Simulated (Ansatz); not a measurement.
# The polar optical mode of BaS at 11 GPa, worked through

Level of theory: DFT PBEsol, scalar-relativistic, plane waves, PAW (Ansatz). Cutoff 420 eV, 8×8×8 k-points (Γ-centred), fixed occupations. No spin polarisation. Phonons by linear response, acoustic sum rule imposed.

The cell, relaxed at 11 GPa:
```cif
data_structure
_symmetry_space_group_name_H-M 'Fm-3m'
_symmetry_Int_Tables_number 225
_cell_length_a 5.9954
_cell_length_b 5.9954
_cell_length_c 5.9954
_cell_angle_alpha 90.000
_cell_angle_beta 90.000
_cell_angle_gamma 90.000
_cell_volume 215.51
loop_
_atom_site_label
_atom_site_type_symbol
_atom_site_symmetry_multiplicity
_atom_site_Wyckoff_symbol
_atom_site_fract_x
_atom_site_fract_y
_atom_site_fract_z
_atom_site_occupancy
Ba1 Ba 4 a 0.00000 0.00000 0.00000 1
S1 S 4 b 0.50000 0.00000 0.00000 1
```

Spin–orbit coupling is left out, which matters for heavy elements.

Linear response gives ν_TO = 196.5 cm⁻¹, Born charges ±2.750 e (positive on Ba) and ε∞ = 5.664. The primitive cell holds 53.877 Å³, and the masses are 137.327 and 32.060 amu.

Question: Find ν_LO and the static dielectric constant.

Answer: The long-wave field adds a restoring force: ω_LO² − ω_TO² = Z*²e²/(ε_vac ε∞ μV). In these units ν_LO² − ν_TO² = 4.92064×10⁷ Z*²/(μ V ε∞) cm⁻², with μ = m₁m₂/(m₁ + m₂) = 25.992 amu: 46914 cm⁻². So ν_LO = √(196.5² + 46914) = 292.4 cm⁻¹, and the run gives 292.4. Lyddane–Sachs–Teller then gives ε0 = ε∞ (ν_LO/ν_TO)² = 12.55, against 12.55 in the run (it forms both from the same three quantities, so the match checks the arithmetic only). Between ν_TO and ν_LO the dielectric function is negative and an undamped crystal reflects fully: a reststrahlen band from 34.2 to 50.9 μm.

Question: What do the Clausius–Mossotti polarisability and the Szigeti charge come to?

Answer: With the Lorentz local field, α = (3V/4π)(ε∞ − 1)/(ε∞ + 2) = 7.83 Å³ for the pair, and e_S = 3Z*/(ε∞ + 2) = 1.08 e. The Born charge includes the electrons' response to the dipole's own local field, and e_S takes that enhancement out. The Lorentz field assumes point-like polarisable ions, a poor picture once ε∞ is this large, since the electron clouds then overlap or are shared, so both numbers are formal here.

Question: How strongly does a slow electron couple to the LO mode?

Answer: For one isotropic parabolic band, Fröhlich's constant is α_F = (1/ε∞ − 1/ε0) √(m* Ry/ħω_LO), with Ry = 13.606 eV, ħω_LO = 36.3 meV and m* in free-electron masses: α_F = 0.0968 × 19.37 × √m* = 1.88 √m*. The band mass isn't part of this run; for m* = 0.1, 0.3 and 1 it gives 0.59, 1.03, 1.88. In weak coupling the polaron lies α_F ħω_LO below the band edge (37 meV at m* = 0.3) with a mass m*(1 + α_F/6); past α_F of about 5 or 6 that expansion fails. A semilocal functional's ε∞ tends to be too large, which taken alone lowers α_F.

Cost: 1 run of about 1.2 core-minutes, on Arm Neoverse N1 (shared hosts).